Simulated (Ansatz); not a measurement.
**An elastic constant from a strain scan in CdF2**

Theory: DFT PBEsol, scalar-relativistic, plane waves, PAW in Ansatz. Cutoff 420 eV, Γ-centred 8×8×8 k-points, Gaussian smearing of 0.05 eV. No spin polarisation. Energies are free energies at this smearing, counted from the undisturbed cell; pressure is positive in compression.

The undisturbed cell (as given, not relaxed at this level; it stands at -0.2 GPa):

```
Cd F
1.0
     0.00000    2.69400    2.69400
     2.69400    0.00000    2.69400
     2.69400    2.69400    0.00000
Cd F
1 2
Direct
  0.00000 0.00000 0.00000
  0.25000 0.25000 0.25000
  0.75000 0.75000 0.75000
```

The cell is strained by ε times the Voigt pattern (1, -1, 0, 0, 0, 0) (xx, yy, zz, yz, xz, xy; engineering shear) with fractional coordinates fixed. The cell holds 3 atoms in V0 = 39.10 Å³. The stress column is τ = (1/V0) dE/dε, got from the stress tensor σ (compression positive) at each point as −det(1 + εP) σ : P(1 + εP)⁻¹, with P the pattern as a tensor.

| ε | ΔE (meV/atom) | τ (GPa) |
| --- | --- | --- |
| -0.0350 | 11.106 | -7.862 |
| -0.0300 | 8.160 | -6.714 |
| -0.0250 | 5.639 | -5.578 |
| -0.0200 | 3.582 | -4.451 |
| -0.0150 | 2.010 | -3.332 |
| -0.0100 | 0.894 | -2.218 |
| -0.0050 | 0.224 | -1.109 |
| 0.0000 | 0.000 | 0.000 |
| 0.0050 | 0.224 | 1.109 |
| 0.0100 | 0.894 | 2.218 |
| 0.0150 | 2.010 | 3.332 |
| 0.0200 | 3.582 | 4.451 |
| 0.0250 | 5.639 | 5.578 |
| 0.0300 | 8.160 | 6.714 |
| 0.0350 | 11.106 | 7.862 |
| 0.0400 | ? | ? |

Question: Which combination of elastic constants does this scan measure, and how large is it?

Answer: For small ε, τ = τ0 + Kε with K = pᵀCp, which for this pattern is 2(C11 − C12) in the cubic axes. The parabola through τ at ε = -0.0050, 0 and 0.0050 has slope K = 222 GPa at zero. The energies per cell, E = NΔE, of the same two points give K = 2[E(ε₊)/ε₊ − E(ε₋)/ε₋]/[(ε₊ − ε₋)V0] = 220 GPa, in agreement.

Question: Predict the withheld row at ε = 0.0400 from the harmonic law, and compare.

Answer: ΔE = V0(τ0 ε + Kε²/2)/N = 14.435 meV/atom and τ = 8.87 GPa. The calculation gives 14.559 meV/atom and 9.02 GPa, a miss of 0.9 % of the harmonic energy, so the harmonic law still holds here.